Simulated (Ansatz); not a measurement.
The calculation used DFT PBE, scalar-relativistic, plane waves, PAW in Ansatz 0.2.0. All cells share a 420 eV cutoff and Γ-centred k meshes spaced at most about 0.3 Å⁻¹ (2π included). No spin polarisation in the final relaxations.

These are static total energies at zero pressure. All come from trial cells, and lower structures may exist.

Question: Order these relaxed structures of NaH by energy, lowest first, with the energy over the lowest of them.
1.

```cif
data_structure
_symmetry_space_group_name_H-M 'P6_3/mmc'
_symmetry_Int_Tables_number 194
_cell_length_a 3.9728
_cell_length_b 3.9728
_cell_length_c 4.8778
_cell_angle_alpha 90.000
_cell_angle_beta 90.000
_cell_angle_gamma 120.000
_cell_volume 66.67
loop_
_atom_site_label
_atom_site_type_symbol
_atom_site_symmetry_multiplicity
_atom_site_Wyckoff_symbol
_atom_site_fract_x
_atom_site_fract_y
_atom_site_fract_z
_atom_site_occupancy
Na1 Na 2 c 0.33333 0.66667 0.25000 1
H1 H 2 d 0.33333 0.66667 0.75000 1
```

2.

```cif
data_structure
_symmetry_space_group_name_H-M 'R3m:H'
_symmetry_Int_Tables_number 160
_cell_length_a 3.5259
_cell_length_b 3.5259
_cell_length_c 18.3171
_cell_angle_alpha 90.000
_cell_angle_beta 90.000
_cell_angle_gamma 120.000
_cell_volume 197.21
loop_
_atom_site_label
_atom_site_type_symbol
_atom_site_symmetry_multiplicity
_atom_site_Wyckoff_symbol
_atom_site_fract_x
_atom_site_fract_y
_atom_site_fract_z
_atom_site_occupancy
Na1 Na 3 a 0.00000 0.00000 0.24199 1
Na2 Na 3 a 0.33333 0.66667 0.07301 1
H1 H 3 a 0.00000 0.00000 0.01377 1
H2 H 3 a 0.33333 0.66667 0.19020 1
```

Answer: 1 (0 meV/atom), 2 (49 meV/atom). Forms: 1 P6_3/mmc; 2 R3m. Counting H atoms around Na (those within 1.25 times the shortest such distance or 1.15 times the sum of covalent radii; a plus sign parts nearer from farther groups; a slash parts the counts of unlike sites): cell 1 has Na 5; cell 2 has Na 4/3+3.

With hydrogen, zero-point motion can shift such differences by 10 meV/atom or more. Cells relaxed within their symmetry can be saddle points. The P6_3/mmc cell of NaH came from shaking the R3m one. The part of the Crystallography Open Database at hand lists NaH in space group No. 225, which no cell shown has. Some types were kept out of the candidates beforehand, so the set may lack a known form.
